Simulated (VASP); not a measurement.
SnO2: relaxation of cell and atoms with PBEsol

The system is SnO2.

```xyz
6
Lattice="4.7706 0.0000 0.0000 0.0000 4.7706 0.0000 0.0000 0.0000 3.2166" Properties=species:S:1:pos:R:3 pbc="T T T"
Sn    4.7706    0.0000    3.2166
Sn    2.3853    2.3853    1.6083
O     1.4613    1.4613    0.0000
O     0.9241    3.8466    1.6083
O     3.3094    3.3094    0.0000
O     3.8466    0.9241    1.6083
```

```json
{"Program": "VASP 6.6.1", "Task": "relaxation of cell and atoms", "Functional": "PBEsol", "Potentials or basis": "VASP PAW PBE potentials, release 64 (Sn_d, O)", "Cutoff": "600 eV", "k mesh": "6 × 6 × 8", "Occupations": "gaussian, width 0.03 eV", "Spin": "no spin polarisation", "Further INCAR settings": "ALGO = Normal; EDIFF = 1e-07; IBRION = 2; EDIFFG = -0.005; NSW = 90; ISIF = 3"}
```

```json
{
 "Relaxed volume": "12.20 Å³/atom",
 "Relaxed cell": "a = 4.771 Å, b = 4.771 Å, c = 3.217 Å, α = 90.00°, β = 90.00°, γ = 90.00°",
 "Space group after relaxing (to 0.05 Å)": "P4_2/mnm (No. 136)",
 "Energy gained by relaxing": "0.0 meV/atom",
 "Ionic steps": "3",
 "Pressure after relaxing": "0.0 GPa",
 "Band gap on the k mesh": "0.88 eV, direct"
}
```

Final structure:
```yaml
crystal:
  lattice:
    - [4.77140, 0.00000, 0.00000]
    - [0.00000, 4.77140, 0.00000]
    - [0.00000, 0.00000, 3.21659]
  atoms:
    - { symbol: Sn, position: [0.00000, 0.00000, 0.00000] }
    - { symbol: Sn, position: [0.50000, 0.50000, 0.50000] }
    - { symbol: O, position: [0.30626, 0.30626, 0.00000] }
    - { symbol: O, position: [0.19374, 0.80626, 0.50000] }
    - { symbol: O, position: [0.69374, 0.69374, 0.00000] }
    - { symbol: O, position: [0.80626, 0.19374, 0.50000] }
```

Levels at points of the mesh, in eV from the valence-band top:
| k point | band 23 | band 24 | band 25 | band 26 | band 27 | band 28 | band 29 | band 30 |
| --- | --- | --- | --- | --- | --- | --- | --- | --- |
| (0.00, 0.00, 0.00) | -1.27 | -0.78 | -0.78 | 0.00 | 0.88 | 5.82 | 6.02 | 6.02 |
| (0.50, 0.00, 0.00) | -1.23 | -1.23 | -0.63 | -0.63 | 4.10 | 4.10 | 6.78 | 6.78 |
| (0.50, 0.50, 0.00) | -1.35 | -1.35 | -0.89 | -0.89 | 4.50 | 4.50 | 7.21 | 7.21 |
| (0.00, 0.00, 0.50) | -1.64 | -1.64 | -1.24 | -1.24 | 5.84 | 5.84 | 9.42 | 9.42 |
| (0.50, 0.00, 0.50) | -1.08 | -1.08 | -0.73 | -0.73 | 6.12 | 6.12 | 7.71 | 7.71 |
| (0.50, 0.50, 0.50) | -0.96 | -0.96 | -0.82 | -0.82 | 4.52 | 4.52 | 8.60 | 8.60 |

Wall time 110 s on 4 MPI ranks on Intel(R) Xeon(R) Platinum 8375C CPU @ 2.90GHz (Ice Lake), with other jobs on the host, peak memory 0.28 GiB a rank.

Caveat: the PAW data sets were made with another functional, which shifts forces and pressure a little; spin-orbit coupling is left out, which moves the levels of the heavy elements.
